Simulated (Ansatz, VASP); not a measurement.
One calculation of Se, two programs

```
Se
1.0
     2.84143    0.00000    0.00000
     0.00000    2.84143    0.00000
     0.00000    0.00000    2.81077
Se
1
Direct
  0.50000 0.50000 0.00000
```

The cell was built by a generator and needn't be a form met in nature.

Alike in both runs: task single point; functional PBE; k mesh 18 × 18 × 20; occupations gaussian, width 0.1 eV; no spin polarisation.

|  | VASP | Ansatz |
| --- | --- | --- |
| version | VASP 6.6.1 | Ansatz 0.2.0 |
| potentials or method | VASP PAW PBE potentials, release 64 (Se) | scalar-relativistic, plane waves, PAW |
| plane-wave cutoff (eV) | 520 | 420 |
| valence electrons in the cell | 6 | 16 |

```csv
,VASP,Ansatz,Ansatz less VASP
gap on the k mesh at the Fermi level (eV),none,none,-
pressure (GPa),0.0,0.0,-0.02
```

A gap of «none» marks a metal or a gap that the smearing closes. The two sets of potentials don't hold the same shells in valence.
